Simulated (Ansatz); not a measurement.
CdSe (zincblende), relaxed with r2SCAN in the plane-wave code Ansatz. Space group F-43m (No. 216), cubic; a = 6.136 Å in the conventional setting, 28.87 Å³ an atom. Cd has 4 Se at 2.66 Å; Se has 4 Cd at 2.66 Å.

The axes x, y and z are those of this cell:
```xyz
2
Lattice="0.0000 3.0678 3.0678 3.0678 0.0000 3.0678 3.0678 3.0678 0.0000" Properties=species:S:1:pos:R:3 pbc="T T T"
Cd    0.0000    0.0000    0.0000
Se    1.5339    1.5339    1.5339
```

Unstrained: The PBE gap is direct at Γ: 0.555 eV. With r2SCAN the gap is 1.037 eV and direct, at Γ. HSE06 gives a direct gap of 1.483 eV at Γ. Meshes: PBE 8×8×8, r2SCAN 8×8×8, HSE06 6×6×6. Strains are changes of length per length, and xy shears are angles. After each strain the atoms were relaxed again with r2SCAN within the symmetry that the strain leaves, so tilts or polar shifts that break it weren't tested; points keep the names that they have in the unstrained zone. No spin polarisation and no zero-point or thermal motion.

Question: Apply xy shear, engineering strain (angle) +1.11 %. How far does the gap move, against the unstrained cell?

Answer: PBE: the gap goes from 0.555 to 0.531 eV (-0.024 eV); with r2SCAN the top three valence levels at Γ, degenerate before, become 1+1+1 from the top over 49 meV. r2SCAN: the gap goes from 1.037 to 1.011 eV (-0.026 eV). HSE06: the gap goes from 1.483 to 1.457 eV (-0.026 eV). The r2SCAN energy rises by 0.3 meV an atom.

Question: Estimate what isotropic -1.23 % on every length does to the gap.

Answer: PBE: the gap goes from 0.555 to 0.631 eV (+0.076 eV). r2SCAN: the gap goes from 1.037 to 1.120 eV (+0.083 eV). HSE06: the gap goes from 1.483 to 1.574 eV (+0.091 eV). The r2SCAN energy rises by 6.2 meV an atom.

Question: Apply uniaxial -0.58 % along [111], other directions held. How far does the gap move, against the unstrained cell?

Answer: PBE: the gap goes from 0.555 to 0.551 eV (-0.004 eV); with r2SCAN the top three valence levels at Γ, degenerate before, become 1+2 from the top over 25 meV. r2SCAN: the gap goes from 1.037 to 1.033 eV (-0.004 eV). HSE06: the gap goes from 1.483 to 1.480 eV (-0.003 eV). The r2SCAN energy rises by 0.2 meV an atom.

Spin-orbit coupling is left out.

The meshes of the hybrids are coarse, so their gaps aren't converged to the digits shown.

The splittings at Γ are without spin-orbit coupling, which regroups them where it is of like size or larger.
